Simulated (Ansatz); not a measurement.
# TiTe2: under pressure, part 2 of 2

The task, for TiTe2: follow cell and modes under pressure.

Ansatz 0.2.0; DFT PBE+D3(BJ), scalar-relativistic, plane waves, PAW. The steps go on from the part before.

## 4. Relaxing at 15 GPa

What is minimised here is the enthalpy; the energy can go up as the cell is squeezed.

Contents of input.yaml:

```yaml
crystal:
  lattice:
    - [3.5923256654, 0.0, 0.0]
    - [-1.7961628327, 3.1110452849, 0.0]
    - [0.0, 0.0, 6.1770749757]
  atoms:
    - { symbol: Ti, position: [0.0, 0.0, 0.0] }
    - { symbol: Te, position: [0.6666666667, 0.3333333333, 0.2817616962] }
    - { symbol: Te, position: [0.3333333333, 0.6666666667, 0.7182383038] }
basis:
  ecutwfc: 420
kpoints:
  mp_grid: { grid: [15, 15, 8] }
hamiltonian:
  xc: pbe
  dispersion: d3bj
scf:
  occupations: { method: fermi_dirac, width: 0.15 }
output:
  forces: true
  stress: true
  eigenvalues: true
relax:
  adjacent_minimum: "off"
  f_tol: 0.001
  max_steps: 60
  cell: { stress_tol: 0.02, p_target: 15.0 }
```

The run is started by

```bash
> ansatz run input.yaml --threads 2 --pin off --max-ram 5120MiB --backend cpu --events-out ev --progress --plain --runs-dir out
```

The program printed:

```text
Warning: RAYON_NUM_THREADS=2 ignored (pool sized by the plan → 2); use --threads N
band count auto-derived: 28 (N_el = 44.0; filled up to band 22; 27 by the electrons, moments and atoms)
[... 9 set-up lines as earlier in the session ...]
Crystal: 3 atoms, lattice volume = 69.034 Å³
Basis set: ecut = 420 eV, 1305 PW (Γ), exchange–correlation on 50×50×90 points (8 copies of the dense FFT grid, shifted against one another)
Bands: 28, of which v1, the nominal top of the filled ones, is band 22 counted from 1 (21 counted from 0)
[... 1 set-up line as earlier in the session ...]
Space group: P-3m1 (ITA 164), of the structure as read, at distance tolerance 4.1e-5 Å
k-points: 192 of 1800
[... 8 set-up lines as earlier in the session ...]
SCF iter   1: F=—  HF=-16463.141465 eV  |F-HF|=—  |Δ(HF+E_count)|=         —  Δρ=1.83e-3  dr2=2.56e-3  ethr=1.77e-3  ⟨swp⟩=5.4  Hψ=23319  notcnv=0
preconditioner: auto → Kerker (q_TF=auto, 2.531 Å⁻¹)  [metal: Δε(μ)=0.017 eV  Ē_g=7.506 eV  σ=0.150 eV  W_gap=0.03  n_scr=22 (ndim 8)  ℏωp=17.9 eV  f_vac=0.001  D(μ)=1.42/eV (n_scr^D=2)]
SCF iter   2: F=—  HF=-16463.140794 eV  |F-HF|=—  |Δ(HF+E_count)|=   6.71e-4  Δρ=1.09e-3  dr2=8.59e-4  ethr=5.82e-6  ⟨swp⟩=2.0  Hψ=9326  notcnv=0
SCF iter   3: F=—  HF=-16463.140951 eV  |F-HF|=—  |Δ(HF+E_count)|=   1.57e-4  Δρ=3.35e-4  dr2=1.28e-4  ethr=1.95e-6  ⟨swp⟩=3.0  Hψ=9734  notcnv=0
SCF iter   4: F=—  HF=-16463.140924 eV  |F-HF|=—  |Δ(HF+E_count)|=   2.69e-5  Δρ=1.47e-4  dr2=1.82e-5  ethr=2.90e-7  ⟨swp⟩=2.0  Hψ=9428  notcnv=0
SCF iter   5: F=—  HF=-16463.140905 eV  |F-HF|=—  |Δ(HF+E_count)|=   1.93e-5  Δρ=3.21e-5  dr2=8.04e-7  ethr=4.13e-8  ⟨swp⟩=2.0  Hψ=9392  notcnv=0
SCF iter   6: F=-16463.140905 eV  HF=-16463.140905 eV  |F-HF|=8.30e-8  |Δ(HF+E_count)|=   1.64e-7  Δρ=1.18e-5  dr2=8.26e-8  ethr=2.27e-10  ⟨swp⟩=3.8  Hψ=25601  notcnv=0
SCF 1 converged in 6 iterations: F = -16463.140905 eV  dr2 = 8.26e-8
relax step   1: F+E_penalty+E_count = -16463.14090466 eV  Δ(F+E_penalty+E_count) = +0.000e0 eV  max|allowed force component| = 6.921e-4 eV/Å  Δτ_max = 0.0000 Å  P = +5.012 GPa  Ω = 69.034 Å³  (6 SCF iters, dr2 threshold 1.00e-7 eV, accepted)
Crystal: 3 atoms, lattice volume = 59.629 Å³
Basis set: ecut = 420 eV, 1159 PW (Γ), exchange–correlation on 50×50×90 points (8 copies of the dense FFT grid, shifted against one another)
[... 2 set-up lines as earlier in the session ...]
SCF iter   1: F=—  HF=-16462.765994 eV  |F-HF|=—  |Δ(HF+E_count)|=         —  Δρ=3.81e-2  dr2=2.85e0  ethr=3.10e-3  ⟨swp⟩=5.1  Hψ=20230  notcnv=0
preconditioner: auto → Kerker (q_TF=auto, 2.594 Å⁻¹)  [metal: Δε(μ)=0.014 eV  Ē_g=7.957 eV  σ=0.150 eV  W_gap=0.02  n_scr=22 (ndim 8)  ℏωp=19.2 eV  f_vac=0.000  D(μ)=1.63/eV (n_scr^D=10)]
SCF iter   2: F=—  HF=-16462.590762 eV  |F-HF|=—  |Δ(HF+E_count)|=   1.75e-1  Δρ=2.19e-2  dr2=1.09e0  ethr=3.10e-3  ⟨swp⟩=2.0  Hψ=7718  notcnv=0
SCF iter   3: F=—  HF=-16462.473670 eV  |F-HF|=—  |Δ(HF+E_count)|=   1.17e-1  Δρ=2.74e-3  dr2=2.60e-2  ethr=2.48e-3  ⟨swp⟩=2.1  Hψ=6332  notcnv=0
SCF iter   4: F=—  HF=-16462.473076 eV  |F-HF|=—  |Δ(HF+E_count)|=   5.94e-4  Δρ=1.21e-3  dr2=1.08e-3  ethr=5.91e-5  ⟨swp⟩=2.0  Hψ=6607  notcnv=0
SCF iter   5: F=—  HF=-16462.473029 eV  |F-HF|=—  |Δ(HF+E_count)|=   4.72e-5  Δρ=3.21e-4  dr2=1.52e-4  ethr=2.45e-6  ⟨swp⟩=2.4  Hψ=8318  notcnv=0
SCF iter   6: F=—  HF=-16462.473022 eV  |F-HF|=—  |Δ(HF+E_count)|=   7.02e-6  Δρ=9.95e-5  dr2=1.21e-5  ethr=3.46e-7  ⟨swp⟩=2.0  Hψ=6636  notcnv=0
SCF iter   7: F=—  HF=-16462.473022 eV  |F-HF|=—  |Δ(HF+E_count)|=   1.10e-7  Δρ=2.58e-5  dr2=6.85e-7  ethr=2.75e-8  ⟨swp⟩=2.0  Hψ=6738  notcnv=0
SCF iter   8: F=-16462.473022 eV  HF=-16462.473022 eV  |F-HF|=1.09e-8  |Δ(HF+E_count)|=   3.89e-8  Δρ=6.10e-6  dr2=4.12e-8  ethr=6.82e-10  ⟨swp⟩=5.9  Hψ=21446  notcnv=0
SCF 2 converged in 8 iterations: F = -16462.473022 eV  dr2 = 4.12e-8
relax step   2: F+E_penalty+E_count = -16462.47302182 eV  Δ(F+E_penalty+E_count) = +6.679e-1 eV  max|allowed force component| = 1.836e-1 eV/Å  Δτ_max = 0.0839 Å  P = +19.394 GPa  Ω = 59.629 Å³  energy of the carried Pulay correction = +1.875e-3 eV  (8 SCF iters, dr2 threshold 3.00e-7 eV, accepted)
Crystal: 3 atoms, lattice volume = 62.334 Å³
Basis set: ecut = 420 eV, 1215 PW (Γ), exchange–correlation on 50×50×90 points (8 copies of the dense FFT grid, shifted against one another)
iter 1 solved again at ethr=6.89e-4 eV; its pass at ethr=3.10e-3 eV (dr2=3.03e-1 eV) is discarded
SCF iter   1: F=—  HF=-16462.792688 eV  |F-HF|=—  |Δ(HF+E_count)|=         —  Δρ=1.17e-2  dr2=3.04e-1  ethr=6.89e-4  ⟨swp⟩=1.0  Hψ=29383  notcnv=0
preconditioner: auto → Kerker (q_TF=auto, 2.574 Å⁻¹)  [metal: Δε(μ)=0.013 eV  Ē_g=8.095 eV  σ=0.150 eV  W_gap=0.02  n_scr=22 (ndim 8)  ℏωp=18.8 eV  f_vac=0.000  D(μ)=1.33/eV (n_scr^D=2)]
SCF iter   2: F=—  HF=-16462.772152 eV  |F-HF|=—  |Δ(HF+E_count)|=   2.05e-2  Δρ=6.79e-3  dr2=1.17e-1  ethr=6.89e-4  ⟨swp⟩=1.1  Hψ=5387  notcnv=0
SCF iter   3: F=—  HF=-16462.759404 eV  |F-HF|=—  |Δ(HF+E_count)|=   1.27e-2  Δρ=7.93e-4  dr2=1.22e-3  ethr=2.67e-4  ⟨swp⟩=1.2  Hψ=5486  notcnv=0
SCF iter   4: F=—  HF=-16462.759587 eV  |F-HF|=—  |Δ(HF+E_count)|=   1.83e-4  Δρ=3.41e-4  dr2=1.00e-4  ethr=2.78e-6  ⟨swp⟩=2.0  Hψ=6535  notcnv=0
SCF iter   5: F=—  HF=-16462.759590 eV  |F-HF|=—  |Δ(HF+E_count)|=   3.24e-6  Δρ=1.09e-4  dr2=2.51e-5  ethr=2.28e-7  ⟨swp⟩=3.0  Hψ=10002  notcnv=0
SCF iter   6: F=—  HF=-16462.759590 eV  |F-HF|=—  |Δ(HF+E_count)|=   6.64e-8  Δρ=2.89e-5  dr2=7.69e-7  ethr=5.70e-8  ⟨swp⟩=2.0  Hψ=6521  notcnv=0
SCF iter   7: F=-16462.759591 eV  HF=-16462.759591 eV  |F-HF|=1.07e-7  |Δ(HF+E_count)|=   1.54e-7  Δρ=1.07e-5  dr2=1.73e-7  ethr=6.82e-10  ⟨swp⟩=7.0  Hψ=22808  notcnv=0
SCF 3 converged in 7 iterations: F = -16462.759591 eV  dr2 = 1.73e-7
relax step   3: F+E_penalty+E_count = -16462.75959054 eV  Δ(F+E_penalty+E_count) = -2.866e-1 eV  max|allowed force component| = 7.134e-2 eV/Å  Δτ_max = 0.0347 Å  P = +14.263 GPa  Ω = 62.334 Å³  energy of the carried Pulay correction = +1.302e-3 eV  (7 SCF iters, dr2 threshold 3.00e-7 eV, accepted)
Crystal: 3 atoms, lattice volume = 61.852 Å³
Basis set: ecut = 420 eV, 1185 PW (Γ), exchange–correlation on 50×50×90 points (8 copies of the dense FFT grid, shifted against one another)
iter 1 solved again at ethr=1.84e-5 eV; its pass at ethr=3.10e-3 eV (dr2=8.09e-3 eV) is discarded
SCF iter   1: F=—  HF=-16462.717056 eV  |F-HF|=—  |Δ(HF+E_count)|=         —  Δρ=1.95e-3  dr2=8.19e-3  ethr=1.84e-5  ⟨swp⟩=1.0  Hψ=21649  notcnv=0
preconditioner: auto → Kerker (q_TF=auto, 2.578 Å⁻¹)  [metal: Δε(μ)=0.012 eV  Ē_g=8.018 eV  σ=0.150 eV  W_gap=0.02  n_scr=22 (ndim 8)  ℏωp=18.9 eV  f_vac=0.000  D(μ)=1.44/eV (n_scr^D=2)]
SCF iter   2: F=—  HF=-16462.716521 eV  |F-HF|=—  |Δ(HF+E_count)|=   5.34e-4  Δρ=1.12e-3  dr2=3.18e-3  ethr=1.84e-5  ⟨swp⟩=1.0  Hψ=5376  notcnv=0
SCF iter   3: F=—  HF=-16462.716177 eV  |F-HF|=—  |Δ(HF+E_count)|=   3.45e-4  Δρ=1.18e-4  dr2=3.66e-5  ethr=7.22e-6  ⟨swp⟩=1.3  Hψ=5497  notcnv=0
SCF iter   4: F=—  HF=-16462.716181 eV  |F-HF|=—  |Δ(HF+E_count)|=   4.58e-6  Δρ=6.22e-5  dr2=2.94e-6  ethr=8.33e-8  ⟨swp⟩=2.1  Hψ=6533  notcnv=0
SCF iter   5: F=—  HF=-16462.716181 eV  |F-HF|=—  |Δ(HF+E_count)|=   3.90e-9  Δρ=1.95e-5  dr2=6.62e-7  ethr=6.68e-9  ⟨swp⟩=3.0  Hψ=9993  notcnv=0
SCF iter   6: F=-16462.716181 eV  HF=-16462.716181 eV  |F-HF|=2.36e-8  |Δ(HF+E_count)|=   5.68e-9  Δρ=5.87e-6  dr2=5.11e-8  ethr=6.82e-10  ⟨swp⟩=6.4  Hψ=21391  notcnv=0
SCF 4 converged in 6 iterations: F = -16462.716181 eV  dr2 = 5.11e-8
relax step   4: F+E_penalty+E_count = -16462.71618139 eV  Δ(F+E_penalty+E_count) = +4.341e-2 eV  max|allowed force component| = 5.014e-2 eV/Å  Δτ_max = 0.0110 Å  P = +14.872 GPa  Ω = 61.852 Å³  energy of the carried Pulay correction = +1.402e-3 eV  (6 SCF iters, dr2 threshold 3.00e-7 eV, accepted)
Crystal: 3 atoms, lattice volume = 61.844 Å³
iter 1 solved again at ethr=6.65e-8 eV; its pass at ethr=3.10e-3 eV (dr2=2.92e-5 eV) is discarded
SCF iter   1: F=—  HF=-16462.715559 eV  |F-HF|=—  |Δ(HF+E_count)|=         —  Δρ=1.81e-4  dr2=2.74e-5  ethr=6.65e-8  ⟨swp⟩=2.1  Hψ=22032  notcnv=0
preconditioner: auto → Kerker (q_TF=auto, 2.578 Å⁻¹)  [metal: Δε(μ)=0.017 eV  Ē_g=8.035 eV  σ=0.150 eV  W_gap=0.03  n_scr=22 (ndim 8)  ℏωp=18.9 eV  f_vac=0.000  D(μ)=1.42/eV (n_scr^D=2)]
SCF iter   2: F=—  HF=-16462.715558 eV  |F-HF|=—  |Δ(HF+E_count)|=   6.11e-7  Δρ=1.07e-4  dr2=1.09e-5  ethr=6.22e-8  ⟨swp⟩=1.0  Hψ=5376  notcnv=0
iter 3 did not close the SCF: its close was put off for the readings that it lacked (scf_convergence_deferred on its scf_iter line)
SCF iter   3: F=-16462.715557 eV  HF=-16462.715557 eV  |F-HF|=9.81e-8  |Δ(HF+E_count)|=   1.07e-6  Δρ=1.00e-5  dr2=1.51e-7  ethr=2.49e-8  ⟨swp⟩=1.3  Hψ=5469  notcnv=0
iter 4 did not close the SCF: its close was put off for the readings that it lacked (scf_convergence_deferred on its scf_iter line)
SCF iter   4: F=-16462.715557 eV  HF=-16462.715557 eV  |F-HF|=6.55e-9  |Δ(HF+E_count)|=   2.13e-8  Δρ=3.85e-6  dr2=1.12e-8  ethr=3.44e-10  ⟨swp⟩=2.0  Hψ=6453  notcnv=0
iter 5 did not close the SCF: its close was put off for the readings that it lacked (scf_convergence_deferred on its scf_iter line)
SCF iter   5: F=-16462.715557 eV  HF=-16462.715557 eV  |F-HF|=2.95e-10  |Δ(HF+E_count)|=   1.56e-9  Δρ=9.12e-7  dr2=6.97e-10  ethr=2.54e-11  ⟨swp⟩=2.9  Hψ=10957  notcnv=0
SCF iter   6: F=-16462.715557 eV  HF=-16462.715557 eV  |F-HF|=2.91e-11  |Δ(HF+E_count)|=  4.73e-11  Δρ=2.31e-7  dr2=6.71e-11  ethr=1.58e-12  ⟨swp⟩=1.2  Hψ=16778  notcnv=0
SCF 5 converged in 6 iterations: F = -16462.715557 eV  dr2 = 6.71e-11
relax step   5: F+E_penalty+E_count = -16462.71555735 eV  Δ(F+E_penalty+E_count) = +6.240e-4 eV  max|allowed force component| = 6.292e-5 eV/Å  Δτ_max = 0.0029 Å  P = +15.005 GPa  Ω = 61.844 Å³  energy of the carried Pulay correction = +1.404e-3 eV  (6 SCF iters, dr2 threshold 1.57e-7 eV, accepted)
Basis set: ecut = 420 eV, 1185 PW (Γ), exchange–correlation on 48×48×90 points (8 copies of the dense FFT grid, shifted against one another)
[... 1 set-up line as earlier in the session ...]
iter 1 solved again at ethr=7.77e-8 eV; its pass at ethr=3.10e-3 eV (dr2=3.42e-5 eV) is discarded
SCF iter   1: F=—  HF=-16462.713991 eV  |F-HF|=—  |Δ(HF+E_count)|=         —  Δρ=1.23e-4  dr2=1.24e-6  ethr=7.77e-8  ⟨swp⟩=3.1  Hψ=35519  notcnv=0
preconditioner: auto → Kerker (q_TF=auto, 2.578 Å⁻¹)  [metal: Δε(μ)=0.018 eV  Ē_g=8.036 eV  σ=0.150 eV  W_gap=0.03  n_scr=22 (ndim 8)  ℏωp=18.9 eV  f_vac=0.000  D(μ)=1.42/eV (n_scr^D=2)]
SCF iter   2: F=—  HF=-16462.713988 eV  |F-HF|=—  |Δ(HF+E_count)|=   2.73e-6  Δρ=6.41e-5  dr2=3.42e-7  ethr=2.82e-9  ⟨swp⟩=2.2  Hψ=9327  notcnv=0
SCF iter   3: F=—  HF=-16462.713989 eV  |F-HF|=—  |Δ(HF+E_count)|=   6.98e-7  Δρ=1.36e-5  dr2=3.35e-8  ethr=7.78e-10  ⟨swp⟩=2.0  Hψ=9547  notcnv=0
SCF iter   4: F=—  HF=-16462.713989 eV  |F-HF|=—  |Δ(HF+E_count)|=   2.22e-8  Δρ=9.94e-7  dr2=4.56e-10  ethr=7.60e-11  ⟨swp⟩=2.0  Hψ=6951  notcnv=0
SCF iter   5: F=—  HF=-16462.713989 eV  |F-HF|=—  |Δ(HF+E_count)|=  4.00e-11  Δρ=2.05e-7  dr2=4.20e-11  ethr=1.04e-12  ⟨swp⟩=2.0  Hψ=9148  notcnv=0
SCF iter   6: F=—  HF=-16462.713989 eV  |F-HF|=—  |Δ(HF+E_count)|=  7.28e-12  Δρ=5.23e-8  dr2=5.11e-12  ethr=1.00e-12  ⟨swp⟩=7.0  Hψ=25296  notcnv=0
SCF iter   7: F=-16462.713989 eV  HF=-16462.713989 eV  |F-HF|=0.00e0  |Δ(HF+E_count)|=  3.64e-12  Δρ=2.15e-8  dr2=9.59e-13  ethr=1.00e-12  ⟨swp⟩=5.0  Hψ=17595  notcnv=0
SCF 6 converged in 7 iterations: F = -16462.713989 eV  dr2 = 9.59e-13
relax step   6: F+E_penalty+E_count = -16462.71398859 eV  Δ(F+E_penalty+E_count) = +1.569e-3 eV  max|allowed force component| = 1.106e-4 eV/Å  Δτ_max = 0.0000 Å  P = +15.010 GPa  Ω = 61.844 Å³  stress off target by 1.56e-2 GPa  SCF on the basis re-selected at this cell (its energy is not comparable with the rows above)  (7 SCF iters)
basis re-selected at this cell: Δ(F+E_penalty+E_count) = +1.569e-3 eV, ΔP = +0.005 GPa vs the last step (what re-selecting the basis moved, of the pressure what is left beyond the Pulay correction that the steps carried, after the strain that the cell walked since its last selection, with what the two solves' SCF thresholds leave and, on support functions, any second-order correction that the steps lacked; it is no measure of the basis error at this ecutwfc). The dense FFT grid was sized anew with the basis: this SCF ran on 24×24×45 points, the steps before it on 25×25×45, so part of this shift can come from that change (see relax.cell in the input reference). This SCF's stress stands 1.56e-2 GPa from its target on what of the cell is left free (relax.cell.stress_tol is 2.00e-2 GPa) and its largest allowed force component is 1.11e-4 eV/Å (relax.f_tol is 1.00e-3 eV/Å): within both
SCF converged after 7 iterations
Free energy (F): -16462.713989 eV
Harris-Foulkes:  -16462.713989 eV  (|F-HF|=0.00e0)
Internal energy: -16462.607713 eV  (E = F + TS)
E sigma→0 (E₀):  -16462.660851 eV
Entropy (-TS):   -0.106275 eV (-35.425 meV/atom)
Fermi energy:    14.945432 eV
--- Per-component energies (eV) ---
  E_band       = -480.733275
  E_kinetic    = 645.770945
  E_local      = -2580.579691  (includes V_loc(G=0)·N_el)
  E_nonlocal   = -610.777121
  E_hartree    = 1667.843855
  E_xc         = -351.674871
  E_vxc        = -337.966390  (∫ρ·V_xc dr)
  E_paw        = -10373.864097  (= ΣΔE_a)
  E_vpaw       = -932.868533  (= ΣTr[D̂ρ^β])
  E_aug_tail   = -0.000207  (compensation charges beyond the density's cutoff)
  E_ewald      = -4857.408402
  E_disp       = -1.918125  (pairwise vdW)
  E_smearing   = -0.106275  (= −TS)
  E_closure    = 0.000000  (closes the sum)
  Σ components = -16462.713989   (vs F -16462.713989, Δ=0.00e0)
--- Forces (eV/Å), atoms counted from 1 ---
  atom   1  Ti     0.00000000    -0.00000000     0.00000000
  atom   2  Te     0.00000000     0.00000000     0.00011058
  atom   3  Te     0.00000000    -0.00000000    -0.00011058
  max |Σ_I F_I| component: 5.26e-31 eV/Å
--- Stress (GPa, compression-positive) ---
       15.015640       0.000000       0.000000
       -0.000000      15.015640       0.000000
        0.000000       0.000000      14.998533
  P = ⅓ Tr σ = 15.0099 GPa (150.099 kbar)
--- Band table (eV; the first three rows and the last of 192) ---
  k-point 0: bands = ["-41.9445", "-22.1241", "-22.1241", "-22.1120", "-22.1120", "-22.0889", "-22.0887", "-22.0877", "-22.0877", "-22.0832", "-22.0832", "-18.2798", "-18.2189", "-18.2189", "0.5393", "3.2495", "7.9732", "13.4581", "13.4581", "14.8198", "15.5777", "15.5777", "16.3577", "16.9739", "16.9739", "18.2565", "18.2565", "20.6181"]
  k-point 1: bands = ["-41.9445", "-22.1257", "-22.1257", "-22.1109", "-22.1109", "-22.0895", "-22.0881", "-22.0876", "-22.0876", "-22.0829", "-22.0829", "-18.2799", "-18.2190", "-18.2190", "0.5938", "3.0880", "8.2457", "13.4836", "13.4836", "14.4473", "15.5732", "15.5732", "16.3910", "16.7806", "16.7806", "18.4761", "18.4761", "20.6832"]
  k-point 2: bands = ["-41.9445", "-22.1288", "-22.1288", "-22.1090", "-22.1090", "-22.0901", "-22.0875", "-22.0871", "-22.0871", "-22.0821", "-22.0821", "-18.2800", "-18.2190", "-18.2190", "0.7486", "2.7065", "8.9618", "13.5390", "13.5491", "13.5491", "15.5626", "15.5626", "16.4325", "16.4325", "16.4421", "18.8949", "18.8949", "20.8797"]
  k-point 191: bands = ["-41.9325", "-22.1396", "-22.1191", "-22.1191", "-22.0915", "-22.0903", "-22.0859", "-22.0859", "-22.0753", "-22.0661", "-22.0661", "-18.3051", "-18.3051", "-18.2242", "4.0568", "4.0568", "9.4909", "9.4909", "10.0063", "10.6561", "12.9592", "12.9592", "15.9618", "15.9618", "16.6326", "19.0015", "19.0015", "21.1105"]
--- Relaxed structure (5 steps of the walk, 5 accepted, 1 SCFs on fresh bases) ---
  F+E_penalty+E_count = -16462.71398859 eV   max|allowed force component| = 1.106e-4 eV/Å   (the final SCF, on the basis selected at the relaxed cell)
  cell:  # Å, volume = 61.8440 Å³
    - [3.4482829913096857, 0.0, 0.0]
    - [-1.7241414956548429, 2.9863006699119823, -3.894878506146977e-33]
    - [0.0, -7.73339966167452e-33, 6.0056632139542]
  atoms:
    - { symbol: Ti, position: [3.918079514205435e-35, 6.878466767474043e-36, 1.0295115178936058e-84] }
    - { symbol: Te, position: [0.6666666666666666, 0.3333333333333333, 0.29104801883537024] }
    - { symbol: Te, position: [0.3333333333333333, 0.6666666666666666, 0.7089519811646299] }
```

Wall time 2.1 min (2 threads of Intel Xeon at 2.50GHz (Skylake/Cascade Lake), shared host); peak memory 0.61 GiB.

Step by step:

| step | energy from step 1 (eV/cell) | largest force component (eV/Å) | pressure (GPa) | volume (Å³) |
| --- | --- | --- | --- | --- |
| 1 | 0.0000 | 0.0007 | 5.01 | 69.03 |
| 2 | 0.6679 | 0.1836 | 19.39 | 59.63 |
| 3 | 0.3813 | 0.0713 | 14.26 | 62.33 |
| 4 | 0.4247 | 0.0501 | 14.87 | 61.85 |
| 5 | 0.4253 | 0.0001 | 15.00 | 61.84 |
| 6 | 0.4269 | 0.0001 | 15.01 | 61.84 |

Step 1 is the start. Step 6 repeats the geometry before it on a plane-wave basis chosen anew for that cell, so its energy need not be comparable with the rows above.

«Before» is this run's own start.

|  | before | after | change |
| --- | --- | --- | --- |
| a (Å) | 3.592 | 3.448 | -4.0 % |
| b (Å) | 3.592 | 3.448 | -4.0 % |
| c (Å) | 6.177 | 6.006 | -2.8 % |
| volume (Å³/atom) | 23.01 | 20.61 | -10.4 % |
| shortest distance (Å) | 2.708 | 2.649 | -2.2 % |
| space group (0.01 Å) | P-3m1 | P-3m1 | same |

The run keeps the 12 symmetry operations of the start, so it could not have lowered the symmetry.

## 5. Phonons at Γ at 15 GPa

Contents of input.yaml:

```yaml
crystal:
  lattice:
    - [3.4482829913, 0.0, 0.0]
    - [-1.7241414957, 2.9863006699, 0.0]
    - [0.0, 0.0, 6.005663214]
  atoms:
    - { symbol: Ti, position: [0.0, 0.0, 0.0] }
    - { symbol: Te, position: [0.6666666667, 0.3333333333, 0.2910480188] }
    - { symbol: Te, position: [0.3333333333, 0.6666666667, 0.7089519812] }
basis:
  ecutwfc: 420
kpoints:
  mp_grid: { grid: [15, 15, 8] }
hamiltonian:
  xc: pbe
  dispersion: d3bj
scf:
  occupations: { method: fermi_dirac, width: 0.15 }
output:
  eigenvalues: true
phonons:
  method: dfpt
  eigenvectors: true
```

The run is started by

```bash
> ansatz run input.yaml --threads 2 --pin off --max-ram 5120MiB --backend cpu --events-out ev --progress --plain --runs-dir out
```

The program printed (excerpt; [...] marks lines left out):

```text
Warning: RAYON_NUM_THREADS=2 ignored (pool sized by the plan → 2); use --threads N
band count auto-derived: 28 (N_el = 44.0; filled up to band 22; 27 by the electrons, moments and atoms)
[...]
[... 4 set-up lines as earlier in the session ...]
[...]
Crystal: 3 atoms, lattice volume = 61.844 Å³
Basis set: ecut = 420 eV, 1185 PW (Γ), exchange–correlation on 48×48×90 points (8 copies of the dense FFT grid, shifted against one another)
Bands: 28, of which v1, the nominal top of the filled ones, is band 22 counted from 1 (21 counted from 0)
[... 1 set-up line as earlier in the session ...]
k-points: 488 of 1800 (irreducible under 2 space group operations, time reversal used)
[...]
Fermi energy:    14.945432 eV
[...]
--- Band table (eV; the first three rows and the last of 488) ---
[...]
--- Phonons (Γ-DFPT): 4 representative perturbations + reference, on 488 of 1800 k-points (Σ response iterations 12) ---
  k mesh reduced under 2 symmetry operations, with k and −k counted as one. Each operation leaves every solved perturbation unchanged. A smaller set is not used because it would not reduce the number of displacements times k-points to solve
  ASR residual: 2.188e-3 → 0.000e0 eV/Å²; symmetrization residual: 9.913e-6 eV/Å²
  pairwise dispersion correction: d3bj (s6 = 1.0, s8 = 0.7875, a1 = 0.4289, a2_bohr = 4.4407), with the weights of each atom's references fixed at the reference crystal's, and the forces and stress that the weights' published response gives there kept as a pressure on the atom's counted [...]
  ASR residual per site (eV/Å²): 2.19e-3 6.04e-5 6.04e-5
  Γ frequencies (cm⁻¹): 0.00 0.00 0.00 123.21 123.21 193.98 239.97 239.97 349.54
  non-analytic LO–TO correction: not included (Born effective charges unavailable; polar crystals: no LO–TO splitting at Γ)
```

It took 6.1 min on 2 threads of Intel Xeon at 2.50GHz (Skylake/Cascade Lake), shared host; peak memory 2.9 GiB.

Optical levels at the zone centre, without the three acoustic modes (i: imaginary):

```csv
cm⁻¹,THz,modes
123,3.69,2
194,5.82,1
240,7.19,2
350,10.48,1
```

## 6. The pressures side by side

– marks what wasn't computed in this session; modes, where two pressures or more have them, stand by rank, without the LO field. With fixed occupations a gap that closes under pressure can go unseen.

|  | 0 GPa | 5 GPa | 15 GPa |
| --- | --- | --- | --- |
| volume (Å³/atom) | 25.21 | 23.01 | 20.61 |
| gap on the mesh (eV) | 0.00 | 0.00 | 0.00 |
| mode 1 (cm⁻¹) | 101 | 110 | 123 |
| mode 3 (cm⁻¹) | 150 | 167 | 194 |
| mode 4 (cm⁻¹) | 186 | 210 | 240 |
| mode 6 (cm⁻¹) | 281 | 310 | 350 |

## 7. Outcome

The summary covers parts 1 to 2.

| quantity | value |
| --- | --- |
| optical modes at Γ at 5 GPa | 110 to 310 cm⁻¹ |
| optical modes at Γ at 15 GPa | 123 to 350 cm⁻¹ |
| volume at 15 GPa | 0.818 of that at rest |

At 15 GPa the volume is 18.2 % smaller. From 0 to 15 GPa the highest mode moves by +68 cm⁻¹ and the lowest goes from 101 to 123 cm⁻¹. Other phases may be more stable at such pressures. Spin-orbit coupling is left out for Te. In a metal such response values depend on mesh and smearing, which were not converged here.
